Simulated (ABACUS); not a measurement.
# Cr (Im-3m) in ABACUS: further runs, part 2 of 2

ABACUS 3.10.1. The steps go on from the part before.

## 3. Single point, BLYP, collinear spin, ferromagnetic start

INPUT

```
INPUT_PARAMETERS
suffix              Cr
calculation         scf
basis_type          pw
pseudo_dir          ./
latname             bcc
symmetry            1
dft_functional      GGA_X_B88+GGA_C_LYP
ecutwfc             95
pseudo_rcut         10
nspin               2
nbands              19
ks_solver           dav
smearing_method     fd
smearing_sigma      0.00367493
scf_thr             1e-08
scf_nmax            100
mixing_type         broyden
mixing_beta         0.4
cal_force           1
cal_stress          1
out_chg             1
out_pot             2
out_elf             1
```

STRU

```
ATOMIC_SPECIES
Cr 51.9961 Cr.upf

LATTICE_CONSTANT
5.6104066729

ATOMIC_POSITIONS
Direct

Cr
0.0
1
0.0000000000 0.0000000000 0.0000000000 1 1 1 mag 3
```

KPT

```
K_POINTS
0
Gamma
10 10 10 0 0 0
```

Potentials or basis: Ansatz NC PBE, plane waves.

The run is started by

```sh
$ OMP_NUM_THREADS=1 mpirun -np 4 abacus > log
```

running log:

```text
[... set-up lines left out ...]
 PW ALGORITHM --------------- ION=   1  ELEC=   1--------------------------------
          total magnetism (Bohr mag/cell) = 0.838763
       absolute magnetism (Bohr mag/cell) = 0.866216
                        nelec for spin up = 7.41938
                      nelec for spin down = 6.58062

 Density error is 0.486587755807
                          Error Threshold = 0.01
----------------------------------------------------------
     Energy           Rydberg                 eV
----------------------------------------------------------
 E_KohnSham     -189.8508675015      -2583.0535682634
 E_Harris       -196.0165507666      -2666.9419927327
 E_Fermi        1.4170922741         19.2805295192
----------------------------------------------------------

 PW ALGORITHM --------------- ION=   1  ELEC=   2--------------------------------
          total magnetism (Bohr mag/cell) = -0.11169677562
       absolute magnetism (Bohr mag/cell) = 0.12275338532
                        nelec for spin up = 6.94415161219
                      nelec for spin down = 7.05584838781

 Density error is 0.01258018584
                          Error Threshold = 0.00347562682719
----------------------------------------------------------
     Energy           Rydberg                 eV
----------------------------------------------------------
 E_KohnSham     -189.9681205641      -2584.6488780229
 E_Harris       -189.9598646991      -2584.5365512173
 E_Fermi        1.2876263749         17.5190555936
----------------------------------------------------------

 PW ALGORITHM --------------- ION=   1  ELEC=   3--------------------------------
          total magnetism (Bohr mag/cell) = 0.00697104842105
       absolute magnetism (Bohr mag/cell) = 0.0134112917365
                        nelec for spin up = 7.00348552421
                      nelec for spin down = 6.99651447579

 Density error is 0.00371541796607
                          Error Threshold = 8.98584702857e-05
----------------------------------------------------------
     Energy           Rydberg                 eV
----------------------------------------------------------
 E_KohnSham     -189.9698414981      -2584.6722925317
 E_Harris       -190.1354041296      -2586.9248876952
 E_Fermi        1.2873015215         17.5146357370
----------------------------------------------------------

 PW ALGORITHM --------------- ION=   1  ELEC=   4--------------------------------
          total magnetism (Bohr mag/cell) = -4.96412098972e-05
       absolute magnetism (Bohr mag/cell) = 0.00370221774819
                        nelec for spin up = 6.9999751794
                      nelec for spin down = 7.0000248206

 Density error is 0.00100013572428
                          Error Threshold = 2.65386997577e-05
----------------------------------------------------------
     Energy           Rydberg                 eV
----------------------------------------------------------
 E_KohnSham     -189.9698230136      -2584.6720410370
 E_Harris       -190.0125107628      -2585.2528376606
 E_Fermi        1.2833292341         17.4605899944
----------------------------------------------------------

 PW ALGORITHM --------------- ION=   1  ELEC=   5--------------------------------
          total magnetism (Bohr mag/cell) = -0.00329822098035
       absolute magnetism (Bohr mag/cell) = 0.00494122882801
                        nelec for spin up = 6.99835088951
                      nelec for spin down = 7.00164911049

 Density error is 2.57257904041e-05
                          Error Threshold = 7.14382660201e-06
----------------------------------------------------------
     Energy           Rydberg                 eV
----------------------------------------------------------
 E_KohnSham     -189.9698863916      -2584.6729033389
 E_Harris       -189.9532980222      -2584.4472069944
 E_Fermi        1.2805811460         17.4232003374
----------------------------------------------------------

 PW ALGORITHM --------------- ION=   1  ELEC=   6--------------------------------
          total magnetism (Bohr mag/cell) = 0.000840699419289
       absolute magnetism (Bohr mag/cell) = 0.000983127160533
                        nelec for spin up = 7.00042034971
                      nelec for spin down = 6.99957965029

 Density error is 5.04734582886e-06
                          Error Threshold = 1.83755645744e-07
----------------------------------------------------------
     Energy           Rydberg                 eV
----------------------------------------------------------
 E_KohnSham     -189.9698917494      -2584.6729762354
 E_Harris       -189.9722124665      -2584.7045512108
 E_Fermi        1.2809021972         17.4275684633
----------------------------------------------------------

 PW ALGORITHM --------------- ION=   1  ELEC=   7--------------------------------
          total magnetism (Bohr mag/cell) = -0.000164547711268
       absolute magnetism (Bohr mag/cell) = 0.000617147348072
                        nelec for spin up = 6.99991772614
                      nelec for spin down = 7.00008227386

 Density error is 1.06785557203e-06
                          Error Threshold = 3.60524702061e-08
----------------------------------------------------------
     Energy           Rydberg                 eV
----------------------------------------------------------
 E_KohnSham     -189.9698930265      -2584.6729936102
 E_Harris       -189.9675411667      -2584.6409949170
 E_Fermi        1.2808082948         17.4262908553
----------------------------------------------------------

 PW ALGORITHM --------------- ION=   1  ELEC=   8--------------------------------
          total magnetism (Bohr mag/cell) = -0.00046962327331
       absolute magnetism (Bohr mag/cell) = 0.000470338608253
                        nelec for spin up = 6.99976518836
                      nelec for spin down = 7.00023481164

 Density error is 3.43460003883e-08
                          Error Threshold = 7.6275398002e-09
----------------------------------------------------------
     Energy           Rydberg                 eV
----------------------------------------------------------
 E_KohnSham     -189.9698931687      -2584.6729955451
 E_Harris       -189.9686701547      -2584.6563555871
 E_Fermi        1.2808236707         17.4265000551
----------------------------------------------------------

 PW ALGORITHM --------------- ION=   1  ELEC=   9--------------------------------
          total magnetism (Bohr mag/cell) = -4.37985196582e-05
       absolute magnetism (Bohr mag/cell) = 7.80806747237e-05
                        nelec for spin up = 6.99997810074
                      nelec for spin down = 7.00002189926

 Density error is 4.84612384982e-09
                          Error Threshold = 2.45328574202e-10
----------------------------------------------------------
     Energy           Rydberg                 eV
----------------------------------------------------------
 E_KohnSham     -189.9698931951      -2584.6729959053
 E_KS(sigma->0) -189.9695491020      -2584.6683142774
 E_Harris       -189.9701053743      -2584.6758827504
 E_band         -12.6078282351       -171.5383034022
 E_one_elec     -61.4560471733       -836.1524181139
 E_Hartree      38.6291042025        525.5759257901
 E_xc           -40.0053542004       -544.3007676340
 E_Ewald        -127.1369078376      -1729.7863726916
 E_entropy(-TS) -0.0006881864        -0.0093632558
 E_descf        0.0000000000         0.0000000000
 E_exx          0.0000000000         0.0000000000
 E_Fermi        1.2808506017         17.4268664703
----------------------------------------------------------

 charge density convergence is achieved
 final etot is -2584.6729959 eV
 EFERMI = 17.42686647 eV
The vacuum level is 15.782548356 eV

 STATE ENERGY(eV) AND OCCUPATIONS    NSPIN == 2
SPIN UP :
 1/47 kpoint (Cartesian) = 0.0000 0.0000 0.0000 (343 pws)
       1       -54.4921     0.00100000
       2       -25.4447     0.00100000
       3       -25.4447     0.00100000
       4       -25.4447     0.00100000
       5        10.1176     0.00100000
       6        16.5910     0.00100000
[... 11 lines left out ...]
      18        48.0071        0.00000
      19        48.7670        0.00000

 2/47 kpoint (Cartesian) = 0.0000 0.10000 0.10000 (340 pws)
       1       -54.4800      0.0120000
       2       -25.5060      0.0120000
       3       -25.4643      0.0120000
       4       -25.4449      0.0120000
       5        10.5083      0.0120000
       6        16.4545      0.0120000
[... 11 lines left out ...]
      18        48.5973        0.00000
      19        51.0152        0.00000

 3/47 kpoint (Cartesian) = 0.0000 0.20000 0.20000 (334 pws)
       1       -54.4483      0.0120000
       2       -25.6646      0.0120000
       3       -25.5153      0.0120000
       4       -25.4454      0.0120000
       5        11.5775      0.0120000
       6        16.1117      0.0120000
[... 11 lines left out ...]
      18        50.4077        0.00000
      19        54.6501        0.00000

 4/47 kpoint (Cartesian) = 0.0000 0.30000 0.30000 (332 pws)
       1       -54.4090      0.0120000
       2       -25.8571      0.0120000
       3       -25.5778      0.0120000
       4       -25.4460      0.0120000
       5        12.8748      0.0120000
       6        15.7135      0.0120000
[... 11 lines left out ...]
      18        53.4393        0.00000
      19        58.0859        0.00000

 5/47 kpoint (Cartesian) = 0.0000 0.40000 0.40000 (332 pws)
       1       -54.3770      0.0120000
       2       -26.0103      0.0120000
       3       -25.6279      0.0120000
       4       -25.4466      0.0120000
       5        13.4954      0.0120000
       6        15.4095      0.0120000
[... 11 lines left out ...]
      18        57.4557        0.00000
      19        57.8318        0.00000

 6/47 kpoint (Cartesian) = 0.0000 0.50000 0.50000 (336 pws)
       1       -54.3647     0.00600000
       2       -26.0682     0.00600000
       3       -25.6470     0.00600000
       4       -25.4468     0.00600000
       5        13.5545     0.00600000
       6        15.2972     0.00600000
[... 11 lines left out ...]
      18        54.4060        0.00000
      19        60.6247        0.00000

[... levels at 88 further k points ...]

------------------------------------------------------------------------------------------
 TOTAL-FORCE (eV/Angstrom)
------------------------------------------------------------------------------------------
                       Cr1         0.0000000000         0.0000000000         0.0000000000
------------------------------------------------------------------------------------------

----------------------------------------------------------------
 TOTAL-STRESS (KBAR)
----------------------------------------------------------------
      -188.4761753645         0.0000000000         0.0000000000
         0.0000000000      -188.4761753645         0.0000000000
         0.0000000000         0.0000000000      -188.4761753645
----------------------------------------------------------------
 TOTAL-PRESSURE: -188.476175 KBAR

 --------------------------------------------
 !FINAL_ETOT_IS -2584.6729959052845516 eV
 --------------------------------------------
```

Wall time 9.8 s (4 MPI ranks of Intel Xeon Platinum 8488C (Sapphire Rapids), shared host); peak memory 0.24 GiB.

What came out:

- Free energy: -2584.6730 eV
- Pressure: -18.8 GPa
- Band gap on the k mesh: none (metal or under the smearing width)
- Net moment: 0.00 μB per cell
- Absolute moment: 0.00 μB per cell

Caveat: the starting moments collapsed, and a magnetic state may lie lower; so large a pressure means that the cell lies far from this level's equilibrium, or that cutoff or potentials fall short; the potentials were made for another functional, which shifts forces and pressure.
